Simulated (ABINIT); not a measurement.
# Si2Mo (I4/mmm) in ABINIT: further runs

The runs below take Si2Mo through band structure, with RPBE, PBEsol.

Program: ABINIT 10.8.3 (patched build). These are calculated values, not measurements. Logs are shortened: lines on timing, memory, paths and dates and some standing lists are left out, and cuts for length are marked. The log counts tension as positive stress, the text compression.

## (1) The crystal as given

Symmetry: I4/mmm, No. 139, tetragonal system. The conventional cell has a = 3.200 Å, b = 3.200 Å, c = 7.861 Å, α = 90.00°, β = 90.00°, γ = 90.00°. Mo (site symmetry 4/mmm) is surrounded by 10 Si at 2.62 Å. Si (site symmetry 4mm) is surrounded by 5 Si at 2.61 to 2.63 Å and 5 Mo at 2.62 Å.

## (2) Band structure, RPBE

Input file run.abi:

```
ndtset 2

pp_dirpath "./"
pseudos "Mo.GGA_PBE-JTH.xml, Si.GGA_PBE-JTH.xml"

acell 8.5704507594 8.5704507594 8.5704507594
rprim
    -0.3527891221     0.3527891221     0.8666485278
     0.3527891221    -0.3527891221     0.8666485278
     0.3527891221     0.3527891221    -0.8666485278
ntypat 2
znucl 42 14
natom 3
typat 1 2 2
xred
     0.0000000000     0.0000000000     0.0000000000
     0.6670000000     0.6670000000     0.0000000000
     0.3330000000     0.3330000000     0.0000000000

ecut 408.170794 eV
pawecutdg 30.0

ixc 15

occopt 3
tsmear 0.05 eV

nstep 100

iomode 3
prtwf 0
prteig 0
prtebands 0
enunit 1
prtden1 1

kptopt1 1
ngkpt1 12 12 12
nshiftk1 1
shiftk1 0.0 0.0 0.0
nband1 15
tolvrs1 1.0e-9

iscf2 -2
getden2 1
nband2 19
nbdbuf2 2
tolwfr2 1.0e-12
kptopt2 -10
ndivsm2 6
prteig2 1
kptbounds2
     0.0000000000     0.0000000000     0.0000000000
    -0.5000000000     0.5000000000     0.0000000000
    -0.5000000000     0.5000000000    -0.0828541695
    -0.2914270847     0.2914270847    -0.2914270847
     0.0000000000     0.0000000000     0.0000000000
     0.5000000000     0.5000000000    -0.5000000000
     0.2914270847     0.7085729153    -0.7085729153
     0.0000000000     0.5000000000    -0.5000000000
    -0.2500000000     0.7500000000    -0.2500000000
     0.0828541695     0.9171458305    -0.5000000000
     0.5000000000     0.5000000000    -0.5000000000
```

Potentials or basis: JTH PAW PBE v2.0.

Started as:

```console
$ abinit run.abi > log 2>&1
```

run.abo:

```text
.Version 10.8.3 of ABINIT
 DATASET    1 : space group I4/m m m (#139); Bravais tI (body-center tetrag.)
================================================================================
 Values of the parameters that define the memory need for DATASET  1.
     intxc =       0    ionmov =       0      iscf =      17    lmnmax =      18
     lnmax =       6     mgfft =      30  mpssoang =       3    mqgrid =    3001
     natom =       3  nloc_mem =       2    nspden =       1   nspinor =       1
    nsppol =       1      nsym =      16    n1xccc =       1    ntypat =       2
    occopt =       3   xclevel =       2
       mpw =         773          nfft =       27000          nkpt =         163
 PAW method is used; the additional fine FFT grid is defined by:
   mgfftf=        45    nfftf =     91125
================================================================================
================================================================================

 DATASET    2 : space group I4/m m m (#139); Bravais tI (body-center tetrag.)
================================================================================
 Values of the parameters that define the memory need for DATASET  2.
     intxc =       0    ionmov =       0      iscf =      -2    lmnmax =      18
     lnmax =       6     mgfft =      30  mpssoang =       3    mqgrid =    3001
     natom =       3  nloc_mem =       2    nspden =       1   nspinor =       1
    nsppol =       1      nsym =      16    n1xccc =       1    ntypat =       2
    occopt =       3   xclevel =       2
       mpw =         775          nfft =       27000          nkpt =         215
 PAW method is used; the additional fine FFT grid is defined by:
   mgfftf=        45    nfftf =     91125
================================================================================
================================================================================

--------------------------------------------------------------------------------
------------- Echo of variables that govern the present computation ------------
--------------------------------------------------------------------------------
 -outvars: echo values of preprocessed input variables --------
            acell      8.5704507594E+00  8.5704507594E+00  8.5704507594E+00 Bohr
              amu      9.59400000E+01  2.80855000E+01
             ecut      1.50000000E+01 Hartree
           enunit           1
           getden1          0
           getden2          1
             iscf1         17
             iscf2         -2
                       outvar_i_n : Printing only first  50 k-points.
              ixc          15
           jdtset        1    2
                       outvar_i_n : Printing only first  50 k-points.
           kptopt1          1
           kptopt2        -10
         kptrlatt       12    0    0      0   12    0      0    0   12
          kptrlen1     7.25654832E+01
          kptrlen2     3.00000000E+01
            natom           3
            nband1         15
            nband2         19
           nbdbuf1          0
           nbdbuf2          2
           ndtset           2
           ndivsm1          0
           ndivsm2          6
            ngfft          30      30      30
          ngfftdg          45      45      45
             nkpt1        163
             nkpt2        215
            nstep         100
             nsym          16
           ntypat           2
                       prtocc : prtvol=0, do not print more k-points.
           occopt           3
        pawecutdg      3.00000000E+01 Hartree
         pawxcdev           0
        prtebands           0
           prteig1          0
           prteig2          1
            prtwf           0
            rprim     -3.5278912210E-01  3.5278912210E-01  8.6664852780E-01
                       3.5278912210E-01 -3.5278912210E-01  8.6664852780E-01
                       3.5278912210E-01  3.5278912210E-01 -8.6664852780E-01
           shiftk1     0.00000000E+00  0.00000000E+00  0.00000000E+00
           shiftk2     5.00000000E-01  5.00000000E-01  5.00000000E-01
          spgroup         139
           tolvrs1     1.00000000E-09
           tolvrs2     0.00000000E+00
           tolwfr1     0.00000000E+00
           tolwfr2     1.00000000E-12
           tsmear      1.83746611E-03 Hartree
            typat      1  2  2
           useylm           1
                       outvars : Printing only first  50 k-points.
           xangst      0.0000000000E+00  0.0000000000E+00  0.0000000000E+00
                       3.0204200323E-17 -1.1973678529E-16  5.2432869967E+00
                      -3.9953875626E-17 -4.7453009764E-18  2.6177129984E+00
            xcart      0.0000000000E+00  0.0000000000E+00  0.0000000000E+00
[... 254 lines left out ...]
 Real(R)+Recip(G) space primitive vectors, cartesian coordinates (Bohr,Bohr^-1):
 R(1)= -3.0235618  3.0235618  7.4275685  G(1)=  0.0000000  0.1653679  0.0673168
 R(2)=  3.0235618 -3.0235618  7.4275685  G(2)=  0.1653679  0.0000000  0.0673168
 R(3)=  3.0235618  3.0235618 -7.4275685  G(3)=  0.1653679  0.1653679  0.0000000
 Unit cell volume ucvol=  2.7160913E+02 bohr^3
 Angles (23,13,12)=  1.38683989E+02  1.38683989E+02  5.98570360E+01 degrees

 Coarse grid specifications (used for wave-functions):

 getcut: wavevector=  0.0000  0.0000  0.0000  ngfft=  30  30  30
         ecut(hartree)=     15.000   => boxcut(ratio)=   2.00943

 Fine grid specifications (used for densities):

 getcut: wavevector=  0.0000  0.0000  0.0000  ngfft=  45  45  45
         ecut(hartree)=     30.000   => boxcut(ratio)=   2.08437
--------------------------------------------------------------------------------

================================================================================
 Non-SCF case, kpt    1 (  0.00000  0.00000  0.00000), residuals and eigenvalues=
  7.03E-13  8.11E-13  4.19E-13  4.96E-13  6.22E-13  5.21E-13  4.54E-13  9.36E-13
  5.18E-13  9.61E-13  7.73E-13  9.39E-13  5.79E-13  6.86E-13  8.39E-13  9.61E-13
  7.94E-13  7.90E-13  7.77E-13
 -1.7823E+00 -8.3258E-01 -8.2913E-01 -8.2913E-01 -4.4756E-02  2.1724E-01
  3.2327E-01  3.3997E-01  3.5264E-01  3.5264E-01  4.6583E-01  5.6486E-01
  5.6567E-01  5.8489E-01  5.8489E-01  6.0056E-01  6.3599E-01  6.3599E-01
  8.3852E-01
 Non-SCF case, kpt    2 ( -0.01389  0.01389  0.00000), residuals and eigenvalues=
  8.59E-13  5.75E-13  6.89E-13  2.00E-13  2.93E-13  2.97E-13  7.11E-13  7.50E-13
  6.23E-13  8.59E-13  7.84E-13  6.65E-13  7.92E-13  7.78E-13  9.44E-13  8.41E-13
[... 1695 lines left out ...]
  7.12E-13  7.90E-13  6.29E-13  5.82E-13  6.77E-13  8.90E-13  7.06E-13  5.41E-13
  9.94E-13  5.79E-08  8.45E-06
 -1.7823E+00 -8.3346E-01 -8.2921E-01 -8.2921E-01  2.2327E-02  8.2902E-02
  3.2200E-01  3.6628E-01  4.2886E-01  4.2904E-01  4.3003E-01  4.3076E-01
  4.7131E-01  6.2123E-01  6.4298E-01  6.6900E-01  7.5724E-01  7.9012E-01
  7.9610E-01
 Non-SCF case, kpt  215 (  0.50000  0.50000 -0.50000), residuals and eigenvalues=
  6.79E-13  6.38E-13  3.74E-13  2.28E-13  4.98E-13  9.86E-13  4.47E-13  4.05E-13
  7.57E-13  6.77E-13  4.86E-13  7.96E-13  5.61E-13  9.13E-13  8.83E-13  8.62E-13
  9.77E-13  1.09E-09  1.94E-09
 -1.7823E+00 -8.3347E-01 -8.2919E-01 -8.2919E-01  2.2175E-02  8.2666E-02
  3.2223E-01  3.6690E-01  4.2910E-01  4.2910E-01  4.3065E-01  4.3065E-01
  4.7066E-01  6.2079E-01  6.4226E-01  6.6865E-01  7.6273E-01  7.8983E-01
  7.8983E-01

--- !ResultsGS
iteration_state: {dtset: 2, }
comment   : Summary of ground state results
lattice_vectors:
- [ -3.0235618,   3.0235618,   7.4275685, ]
- [  3.0235618,  -3.0235618,   7.4275685, ]
- [  3.0235618,   3.0235618,  -7.4275685, ]
lattice_lengths: [   8.57045,    8.57045,    8.57045, ]
lattice_angles: [138.684, 138.684,  59.857, ] # degrees, (23, 13, 12)
lattice_volume:   2.7160913E+02
convergence: {deltae:  0.000E+00, res2:  0.000E+00, residm:  1.000E-12, diffor:  0.000E+00, }
etotal    :  -7.67524926E+01
entropy   :   0.00000000E+00
fermie    :   4.50819563E-01
cartesian_stress_tensor: null
pressure_GPa: null
xred      :
- [  0.0000E+00,   0.0000E+00,   0.0000E+00, Mo]
- [  6.6700E-01,   6.6700E-01,  -2.7979E-17, Si]
- [  3.3300E-01,   3.3300E-01,  -1.3968E-17, Si]
cartesian_forces: null
force_length_stats: {min: null, max: null, mean: null, }
...

 Integrated electronic density in atomic spheres:
 ------------------------------------------------
 Atom  Sphere_radius  Integrated_density
    1        2.20740         11.40889537
    2        1.90945          1.53867783
    3        1.90945          1.53867783

================================================================================

 ----iterations are completed or convergence reached----

 Mean square residual over all n,k,spin=   70.980E-14; max=  99.997E-14
 reduced coordinates (array xred) for    3 atoms
       0.000000000000      0.000000000000      0.000000000000
       0.667000000000      0.667000000000     -0.000000000000
       0.333000000000      0.333000000000     -0.000000000000

 cartesian coordinates (angstrom) at end:
    1      0.00000000000000     0.00000000000000     0.00000000000000
    2      0.00000000000000    -0.00000000000000     5.24328699670748
    3     -0.00000000000000    -0.00000000000000     2.61771299835621
 length scales=  8.570450759400  8.570450759400  8.570450759400 bohr
              =  4.535287225964  4.535287225964  4.535287225964 angstroms
 Eigenvalues (   eV  ) for nkpt= 215  k points:
 kpt#   1, nband= 19, wtk=  1.00000, kpt=  0.0000  0.0000  0.0000 (reduced coord)
 -48.49996  -22.65571  -22.56185  -22.56185   -1.21789    5.91128    8.79654    9.25109
   9.59574    9.59574   12.67581   15.37064   15.39279   15.91573   15.91573   16.34213
  17.30614   17.30614   22.81716
 kpt#   2, nband= 19, wtk=  1.00000, kpt= -0.0139  0.0139  0.0000 (reduced coord)
 -48.49989  -22.65562  -22.56233  -22.56226   -1.21188    5.91674    8.76188    9.25276
   9.57895    9.63245   12.65199   15.34505   15.40686   15.89428   15.91857   16.36930
  17.31787   17.34105   22.84313
 kpt#   3, nband= 19, wtk=  1.00000, kpt= -0.0278  0.0278  0.0000 (reduced coord)
 -48.49969  -22.65533  -22.56378  -22.56349   -1.19389    5.93306    8.67291    9.25778
   9.52945    9.72730   12.58160   15.27413   15.44728   15.84452   15.92696   16.43570
  17.35398   17.44002   22.92018
 kpt#   4, nband= 19, wtk=  1.00000, kpt= -0.0417  0.0417  0.0000 (reduced coord)
 -48.49934  -22.65485  -22.56617  -22.56553   -1.16395    5.96004    8.55477    9.26618
   9.44967    9.85443   12.46778   15.17146   15.50896   15.78811   15.94055   16.51826
  17.41716   17.58968   23.04610
 kpt#   5, nband= 19, wtk=  1.00000, kpt= -0.0556  0.0556  0.0000 (reduced coord)
[... 829 lines left out ...]
  11.59030   11.61779   11.66173   11.74457   12.94188   16.99781   17.65137   18.28096
  20.03225   21.34670   21.55267
 kpt# 213, nband= 19, wtk=  1.00000, kpt=  0.4722  0.5278 -0.5000 (reduced coord)
 -48.49912  -22.67921  -22.56537  -22.56515    0.61997    2.27510    8.74294    9.91660
  11.65019   11.65571   11.66976   11.73031   12.87335   16.93968   17.55505   18.23319
  20.32530   21.52567   21.67337
 kpt# 214, nband= 19, wtk=  1.00000, kpt=  0.4861  0.5139 -0.5000 (reduced coord)
 -48.49932  -22.67965  -22.56396  -22.56390    0.60756    2.25589    8.76202    9.96692
  11.66988   11.67478   11.70183   11.72163   12.82504   16.90448   17.49639   18.20434
  20.60567   21.50036   21.66299
 kpt# 215, nband= 19, wtk=  1.00000, kpt=  0.5000  0.5000 -0.5000 (reduced coord)
 -48.49940  -22.67979  -22.56349  -22.56349    0.60342    2.24946    8.76843    9.98382
  11.67648   11.67648   11.71871   11.71871   12.80739   16.89268   17.47667   18.19477
  20.75488   21.49228   21.49228

== END DATASET(S) ==============================================================
================================================================================

 -outvars: echo values of variables after computation  --------
            acell      8.5704507594E+00  8.5704507594E+00  8.5704507594E+00 Bohr
           etotal1    -7.6752492555E+01
            fcart1     3.8249005446E-19  3.8249005446E-19 -0.0000000000E+00
                      -4.1941859696E-19 -2.1541420729E-18 -4.8234605900E-03
                       3.6928542504E-20  1.7716520185E-18  4.8234605900E-03
            rprim     -3.5278912210E-01  3.5278912210E-01  8.6664852780E-01
                       3.5278912210E-01 -3.5278912210E-01  8.6664852780E-01
                       3.5278912210E-01  3.5278912210E-01 -8.6664852780E-01
           strten1    -1.7166842714E-04 -1.7166842714E-04 -1.4003508162E-04
                       0.0000000000E+00  0.0000000000E+00  0.0000000000E+00
           xangst      0.0000000000E+00  0.0000000000E+00  0.0000000000E+00
                       3.0204200323E-17 -1.1973678529E-16  5.2432869967E+00
                      -3.9953875626E-17 -4.7453009764E-18  2.6177129984E+00
             xred      0.0000000000E+00  0.0000000000E+00  0.0000000000E+00
                       6.6700000000E-01  6.6700000000E-01 -2.7978932821E-17
                       3.3300000000E-01  3.3300000000E-01 -1.3968492698E-17
 Calculation completed.
```

Wall time 7.5 min (1 thread of Arm Neoverse V1, shared host); peak memory 0.16 GiB.

What came out:

| Quantity | Value |
| --- | --- |
| Free energy | -2088.5417 eV |
| Pressure | 4.7 GPa |
| Largest force | 0.248 eV/Å |
| Band gap on the k mesh | none (metal or under the smearing width) |
| Valence electrons inside the program's atomic spheres | Mo 11.41; Si 1.54 |

Forces on the atoms (eV/Å):
```
Mo   0.000  0.000  0.000
Si   0.000  0.000 -0.248
Si   0.000  0.000  0.248
```

Stress tensor (GPa, compression positive):
```
5.05 0.00 0.00
0.00 5.05 0.00
0.00 0.00 4.12
```

Levels at the corners of the path, in eV from the Fermi level:
| point | band 7 | band 8 | band 9 | band 10 | band 11 | band 12 | band 13 | band 14 | band 15 | band 16 |
| --- | --- | --- | --- | --- | --- | --- | --- | --- | --- | --- |
| Γ | -3.47 | -3.02 | -2.67 | -2.67 | 0.41 | 3.10 | 3.13 | 3.65 | 3.65 | 4.07 |
| X | -5.75 | -5.28 | -4.51 | -3.07 | -1.16 | 2.33 | 2.73 | 3.02 | 3.25 | 4.84 |
| Y | -5.63 | -4.52 | -3.90 | -2.95 | -1.73 | 1.79 | 1.95 | 2.59 | 4.72 | 5.58 |
| S | -6.79 | -2.79 | -2.43 | -2.34 | -0.43 | 1.51 | 3.10 | 3.57 | 4.53 | 4.56 |
| Γ | -3.47 | -3.02 | -2.67 | -2.67 | 0.41 | 3.10 | 3.13 | 3.65 | 3.65 | 4.07 |
| Z | -3.50 | -2.28 | -0.59 | -0.59 | -0.55 | -0.55 | 0.54 | 4.63 | 5.21 | 5.93 |
| S1 | -6.79 | -2.79 | -2.43 | -2.34 | -0.43 | 1.51 | 3.10 | 3.57 | 4.53 | 4.56 |
| N | -4.92 | -4.51 | -2.62 | -2.52 | -0.52 | 2.27 | 3.03 | 4.05 | 4.27 | 5.51 |
| P | -6.35 | -6.26 | -2.81 | -2.08 | -2.08 | 0.24 | 2.33 | 4.01 | 4.01 | 4.26 |
| Y1 | -5.63 | -4.52 | -3.90 | -2.95 | -1.73 | 1.79 | 1.95 | 2.59 | 4.72 | 5.58 |
| Z | -3.50 | -2.28 | -0.59 | -0.59 | -0.55 | -0.55 | 0.54 | 4.63 | 5.21 | 5.93 |

Caveat: the PAW data sets were made with another functional, which shifts forces and pressure a little.

(Continued in part 2 of 2.)
